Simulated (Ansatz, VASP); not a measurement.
HgTe: VASP beside Ansatz

Contents of INCAR:

```
ALGO = Normal
EDIFF = 1E-7
ENCUT = 520
GGA = PS
ISIF = 2
ISMEAR = -1
LASPH = True
LCHARG = False
LREAL = False
LWAVE = False
NBANDS = 16
NELM = 60
PREC = Accurate
SIGMA = 0.05
```

KPOINTS

```
k-points
0
Gamma
  10 10 10
```

Contents of POSCAR:

```
HgTe
1.0
   -3.0251620955      3.0251620955      1.5489438457
    3.0251620955     -3.0251620955      1.5489438457
    3.0251620955      3.0251620955     -1.5489438457
Hg Te
1 1
Direct
    0.7500000000      0.2500000000      0.5000000000
    0.0000000000      0.0000000000      0.0000000000
```

File input.yaml:

```yaml
crystal:
  lattice:
    - [-3.0251620955, 3.0251620955, 1.5489438457]
    - [3.0251620955, -3.0251620955, 1.5489438457]
    - [3.0251620955, 3.0251620955, -1.5489438457]
  atoms:
    - { symbol: Hg, position: [0.75, 0.25, 0.5] }
    - { symbol: Te, position: [0.0, 0.0, 0.0] }
hamiltonian:
  xc: pbesol
  pseudopotentials: { kind: paw }
kpoints:
  mp_grid: { grid: [10, 10, 10] }
scf:
  occupations: { method: fermi_dirac, width: 0.05 }
output:
  forces: true
  stress: true
  eigenvalues: true
  write_density: true
  write_potential: true
  elf: true
  volumetric_format: npy
```

Change from the starting cell: volume scaled by 0.98.

Alike in both runs: task single point; functional PBEsol; k mesh 10 × 10 × 10; occupations fermi-dirac, width 0.05 eV; no spin polarisation.

|  | VASP | Ansatz |
| --- | --- | --- |
| version | VASP 6.6.1 | Ansatz 0.2.0 |
| potentials or method | VASP PAW PBE potentials, release 64 (Hg, Te) | Ansatz PAW |
| plane-wave cutoff (eV) | 520 | 420 |
| valence electrons in the cell | 18 | 36 |

VASP gave:

```
gap on the k mesh at the Fermi level (eV)       : none
pressure (GPa)                                  : -2.4
largest component of the traceless stress (GPa) : 3.10
```

Question: Estimate Ansatz's values.

Answer: gap on the k mesh at the Fermi level (eV): none; pressure (GPa): -2.6; largest component of the traceless stress (GPa): 3.10.

A gap of «none» marks a metal or a gap that the smearing closes. The two sets of potentials don't hold the same shells in valence.

Caveats: the PAW data sets were made with another functional, which shifts forces and pressure a little (VASP); the PAW data sets come from PBE, with cores solved anew for the run's functional, which leaves a small shift of forces and pressure (Ansatz). Spin-orbit coupling is left out, which matters for the levels of Hg, Te.
